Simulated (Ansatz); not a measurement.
Crystal: Sb.

```xyz
1
Lattice="-1.5765 1.5765 2.7119 1.5765 -1.5765 2.7119 1.5765 1.5765 -2.7119" Properties=species:S:1:pos:R:3 pbc="T T T"
Sb    0.0000    0.0000    0.0000
```

This isn't the form of Sb at room conditions, which is rhombohedral.

Base run:

| Item | Value |
| --- | --- |
| Program | Ansatz 0.2.0 |
| Functional | LDA |
| Potentials or basis | Ansatz PAW |
| Cutoff | 420 eV (not typed: the program's choice for these potentials) |
| k mesh | 12 × 12 × 12 |
| Occupations | fermi-dirac, width 0.05 eV |
| Spin | no spin polarisation |

Its results: band gap on the k mesh none (metal or under the smearing width); pressure -2.4 GPa.

Question: The run is repeated on the same cell with these changes: functional from LDA to PBE. What comes out?

Answer: Band gap on the k mesh none (metal or under the smearing width); pressure 1.8 GPa.

PBE binds less tightly than LDA, so the same cell stands under more pressure.

Caveats: spin-orbit coupling is left out, which moves the levels of the heavy elements; the PAW data sets come from PBE, with cores solved anew for the run's functional, which leaves a small shift of forces and pressure (some runs).
